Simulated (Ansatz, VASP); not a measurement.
# Two plane-wave programs on Y

```
CELL_PARAMETERS angstrom
0.00000 2.53374 2.53374
2.53374 0.00000 2.53374
2.53374 2.53374 0.00000
ATOMIC_POSITIONS crystal
Y 0.00000 0.00000 0.00000
```

Change from the starting cell: volume scaled by 1.06, PAW files.

Alike in both runs: task electric field gradients; functional LDA; k mesh 13 × 13 × 13; occupations fermi-dirac, width 0.05 eV; no spin polarisation.

|  | VASP | Ansatz |
| --- | --- | --- |
| version | VASP 6.6.1 | Ansatz 0.2.0 |
| potentials or method | VASP PAW LDA potentials, release 64 (Y_sv) | PAW with Ansatz's default frozen-core files, scalar-relativistic |
| plane-wave cutoff (eV) | 520 | 420 |
| valence electrons in the cell | 11 | 11 |

VASP gave:

```
pressure (GPa)                                                 : -3.9
Vzz of the field gradient on the site that differs most (V/Å²) : 0.0
```

Question: Which values does Ansatz return?

Answer: Pressure (GPa): -3.8; Vzz of the field gradient on the site that differs most (V/Å²): 0.0.

Ansatz warned: «gradients_without_spin_orbit».
